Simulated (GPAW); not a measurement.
Al, 4 atoms in the cell. Symmetry: P6_3/mmc, No. 194, hexagonal system. The conventional cell has a = 2.827 Å, b = 2.827 Å, c = 9.186 Å, α = 90.00°, β = 90.00°, γ = 120.00°. Al (site symmetry -6m2) is surrounded by 12 Al at 2.82 to 2.83 Å. Around Al (site symmetry -3m) lie 12 Al at 2.82 to 2.83 Å. This isn't the form of Al at room conditions, which is fcc.

- Program: GPAW 26.7.0
- Task: relaxation of cell and atoms
- Functional: PBEsol
- Potentials or basis: PAW data sets generated in the run's folder for this functional
- Cutoff: 600 eV
- Basis: pw
- k mesh: 9 × 9 × 3
- Occupations: fermi-dirac, width 0.05 eV
- Spin: no spin polarisation
- Target pressure: 30 GPa
- Maxiter: 150
- Optimizer: BFGS
- Fmax: 0.02 eV/Å
- Max steps: 60
- Target pressure: 30 GPa
- Convergence: density=1e-05 forces=0.0001

Potentials or basis: PAW data sets generated in the run's folder for this functional, pw.

Run with:

```console
$ gpaw-setup -f PBEsol Al
$ OMP_NUM_THREADS=1 python run.py
```

Hardware: 1 thread of Arm Neoverse V2, on a shared host.

Q: Estimate the wall time of this run.

A: It took 75 s on 1 thread of Arm Neoverse V2 (shared host), peak memory 0.23 GiB. Counts: scf iterations 63, plane waves 2140, bands 16, k points 31, ion steps 7.
